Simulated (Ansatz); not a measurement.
Stoichiometric slabs of TaN (P-6m2 (No. 187)), cut along different planes. They are 10 to 12 Å thick, cut from the relaxed bulk and then relaxed; γ is the mean of both faces, φ the top face's.

```yaml
crystal:
  lattice:
    - [2.92399, 0.00000, 0.00000]
    - [-1.46199, 2.53225, 0.00000]
    - [0.00000, 0.00000, 2.87073]
  atoms:
    - { symbol: Ta, position: [0.33333, 0.66667, 0.50000] }
    - { symbol: N, position: [0.00000, 0.00000, 0.00000] }
```

All numbers below come from Ansatz 0.2.0, DFT PBEsol, scalar-relativistic, plane waves, PAW. Cutoff 420 eV, k spacing 0.19 to 0.25 Å⁻¹, dipole correction; spin where the bulk is magnetic.

| slab | cell (Å²) | γ as cut (J/m²) | γ relaxed (J/m²) | φ (eV) |
| --- | --- | --- | --- | --- |
| (100), Ta/N | 8.4 | 3.43 | 3.04 | 5.48 |
| (201), TaN/TaN | 18.3 | 3.66 | 3.26 | 4.26 |
| (101), N/Ta | 11.2 | 3.58 | 3.41 | 3.67 |
| (101), Ta/N | 11.2 | 6.56 | 4.90 | 4.26 |
| (100), N/Ta | 8.4 | 7.51 | 6.20 | 7.92 |

**Question.** Estimate γ for (110), TaN/TaN (cell 14.5 Å², bulk gap 0.0 eV).

**Answer.** 4.08 J/m² as cut and 3.48 J/m² relaxed, number 4 from the lowest of the 6.

**Question.** Which of these faces must appear on a crystal's equilibrium shape?

**Answer.** By Wulff's rule each face lies at a distance from the centre in proportion to its γ, so the lowest, (100), Ta/N at 3.04 J/m², lies nearest and is sure to appear among those computed; areas also depend on angles and on how many equivalent faces there are.

Where a slab's two faces differ, γ is their mean, each face has its own, which moves with the chemical potentials, and such polar cuts usually reconstruct, which these small cells can't show; the order above holds for the means.

Spin-orbit coupling is left out, which matters for the bands of heavy elements.

The reference crystal is a form of TaN, which isn't its usual structure.